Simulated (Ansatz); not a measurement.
# WSe2: the cost of one run

Program: Ansatz 0.2.0. Level of theory: DFT PBE+D3(BJ), scalar-relativistic, plane waves, PAW. These are calculated values, not measurements.

5 further runs of the same task are left out: 1 that didn't finish, 4 set aside as unsound or not needed.

## (1) Starting point

Symmetry: P-3m1, No. 164, trigonal system. The conventional cell has a = 3.149 Å, b = 3.149 Å, c = 12.094 Å, α = 90.00°, β = 90.00°, γ = 120.00°. Mo (site symmetry 3m) has 6 S at 2.40 Å as nearest neighbours. S (site symmetry 3m) has 3 Mo at 2.40 Å as nearest neighbours.

Coordinates:

```
CELL_PARAMETERS angstrom
3.14929 0.00000 0.00000
-1.57464 2.72736 0.00000
0.00000 0.00000 12.09389
ATOMIC_POSITIONS crystal
Mo 0.66667 0.33333 0.24978
Mo 0.33333 0.66667 0.75022
S 0.33333 0.66667 0.37926
S 0.66667 0.33333 0.87969
S 0.33333 0.66667 0.12031
S 0.66667 0.33333 0.62074
```

It goes back to an entry of the Materials Project, which need not be the stable form.

This cell was relaxed beforehand with the same method: volume 17.31 Å³/atom, gap on the mesh 0.79 eV.

## (2) Mo → W, S → Se: the starting cell

The start of WSe2: fractional positions of relaxed MoS2, cell scaled by 1.069, a guess from tabulated radii.

## (3) A first look at the start (WSe2)

input.yaml reads:

```yaml
crystal:
  lattice:
    - [3.3655432766, 0.0, 0.0]
    - [-1.6827716383, 2.914645975, 0.0]
    - [0.0, 0.0, 12.9243575976]
  atoms:
    - { symbol: W, position: [0.6666666667, 0.3333333333, 0.249782775] }
    - { symbol: W, position: [0.3333333333, 0.6666666667, 0.750217225] }
    - { symbol: Se, position: [0.3333333333, 0.6666666667, 0.3792579737] }
    - { symbol: Se, position: [0.6666666667, 0.3333333333, 0.8796916104] }
    - { symbol: Se, position: [0.3333333333, 0.6666666667, 0.1203083896] }
    - { symbol: Se, position: [0.6666666667, 0.3333333333, 0.6207420263] }
basis:
  ecutwfc: 420
kpoints:
  mp_grid: { grid: [6, 6, 2] }
hamiltonian:
  xc: pbe
  dispersion: d3bj
scf:
  occupations: { method: gaussian, width: 0.1 }
output:
  forces: true
  stress: true
  eigenvalues: true
```

Command:

```
ansatz run input.yaml --threads 1 --pin off --max-ram 2560MiB --backend cpu --events-out ev --progress --plain --runs-dir out
```

What time and memory should one allow on 1 thread of Intel Xeon 6975P-C (Granite Rapids), shared host?

About 3.4 s, with a peak of 0.44 GiB.
